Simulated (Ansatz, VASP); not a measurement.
## Two plane-wave programs on Nb

The input INCAR:

```
PREC = Accurate
ENCUT = 520
EDIFF = 1E-7
ISMEAR = -1
SIGMA = 0.15
LREAL = False
LASPH = True
NELM = 60
ALGO = Normal
ISIF = 2
LWAVE = False
LCHARG = False
GGA = PE
NBANDS = 12
```

The input KPOINTS:

```
regular mesh
0
Gamma
  12 12 12
```

POSCAR

```
Nb
1.0
    0.0000000000      2.0864154149      2.0864154149
    2.0864154149      0.0000000000      2.0864154149
    2.0864154149      2.0864154149      0.0000000000
Nb
1
Direct
    0.0000000000      0.0000000000      0.0000000000
```

Input for Ansatz:

```yaml
crystal:
  lattice:
    - [0.0, 2.086415414883578, 2.086415414883578]
    - [2.086415414883578, 0.0, 2.086415414883578]
    - [2.086415414883578, 2.086415414883578, 0.0]
  atoms:
    - { symbol: Nb, position: [0.0, 0.0, 0.0] }
basis:
  ecutwfc: 500.0
kpoints:
  mp_grid:
    grid: [12, 12, 12]
scf:
  occupations:
    method: fermi_dirac
    width: 0.15
output:
  stress: true
```

This isn't the form of Nb at room conditions, which is bcc.

Alike in both runs: task single point; functional PBE; k mesh 12 × 12 × 12; occupations fermi-dirac, width 0.15 eV; no spin polarisation.

|  | VASP | Ansatz |
| --- | --- | --- |
| version | VASP 6.6.1 | Ansatz 0.2.0 |
| potentials or method | VASP PAW PBE potentials, release 64 (Nb_sv) | plane waves, PAW |
| plane-wave cutoff (eV) | 520 | 500 |
| valence electrons in the cell | 13 | 13 |

VASP gave:

- pressure (GPa): 5.7

Q: Estimate Ansatz's values.

A: Pressure (GPa): 6.0.
